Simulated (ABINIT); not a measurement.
A calculation with ABINIT 10.8.3 (patched build) of Sn (ASE script, structure typed inline):

The input run.py:

```python
import json, os
import numpy as np
from ase.units import GPa
from ase.calculators.abinit import Abinit, AbinitProfile
from ase import Atoms

atoms = Atoms(['Sn', 'Sn'],
              cell=[[-2.9401404553, 2.9401404553, 1.5993019889], [2.9401404553, -2.9401404553, 1.5993019889], [2.9401404553, 2.9401404553, -1.5993019889]],
              scaled_positions=[[0.0, 0.0, 0.0], [0.75, 0.25, 0.5]],
              pbc=True)

profile = AbinitProfile(command='abinit', pp_paths=[os.path.abspath('pseudos')])
params = dict(
    pps='pawxml', xc='PBE',
    ecut=598.6505,
    pawecutdg=1197.301,
    kptopt=1,
    ngkpt=[9, 9, 9],
    nshiftk=1,
    shiftk=[0.0, 0.0, 0.0],
    ixc=11,
    nband=18,
    occopt=3,
    tsmear=0.05,
    nstep=100,
    tolvrs=1e-09,
    prtwf=0,
    prtden=0,
)

atoms.calc = Abinit(profile=profile, directory='run', **params)
energy = atoms.get_potential_energy()
forces = atoms.get_forces()
stress = atoms.get_stress()
print(f'energy {energy:.6f} eV')
print('forces (eV/A)')
print(np.round(forces, 5))
print('stress (GPa, Voigt, tension positive)', np.round(stress / GPa, 4))
json.dump(dict(energy=energy, forces=forces.tolist(), stress=stress.tolist(), cell=atoms.cell.tolist(), frac=atoms.get_scaled_positions(wrap=False).tolist()), open('results.json', 'w'))
```

Potentials or basis: JTH PAW PBE v2.0.

Run with:

```bash
$ python run.py
```

Problem. Write the same calculation in another form: native input, structure typed inline.

Solution. As run:

run.abi

```
# Pseudopotentials
pp_dirpath "./"
pseudos "Sn.GGA_PBE-JTH.xml"

# Structure
acell 3*1.0
rprim
    -5.5560602284     5.5560602284     3.0222427496
     5.5560602284    -5.5560602284     3.0222427496
     5.5560602284     5.5560602284    -3.0222427496
ntypat 1
znucl 50
natom 2
typat 1 1
xred
     0.0000000000     0.0000000000     0.0000000000
     0.7500000000     0.2500000000     0.5000000000

# Plane-wave basis
ecut 598.650497 eV
pawecutdg 44.0

# k points
kptopt 1
ngkpt 9 9 9
nshiftk 1
shiftk 0.0 0.0 0.0

# Exchange and correlation
ixc 11

# Bands and occupations
nband 18
occopt 3
tsmear 0.05 eV

# SCF cycle
nstep 100
tolvrs 1.0e-9

# Output
iomode 3
prtwf 0
prtden 0
prteig 0
prtebands 0
enunit 1
```

Potentials or basis: JTH PAW PBE v2.0.

Command:

```console
$ abinit run.abi > log 2>&1
```

Both were run:

|  | ASE script, structure typed inline | native input, structure typed inline |
| --- | --- | --- |
| Pressure | 1.5 GPa | 1.5 GPa |
| Band gap on the k mesh | none (metal or under the smearing width) | none (metal or under the smearing width) |
| Valence electrons inside the program's atomic spheres | Sn 11.89 (radii [1.3287] Å) | Sn 11.89 (radii [1.3287] Å) |

Keys that steer only the numerical path or the files written may differ.
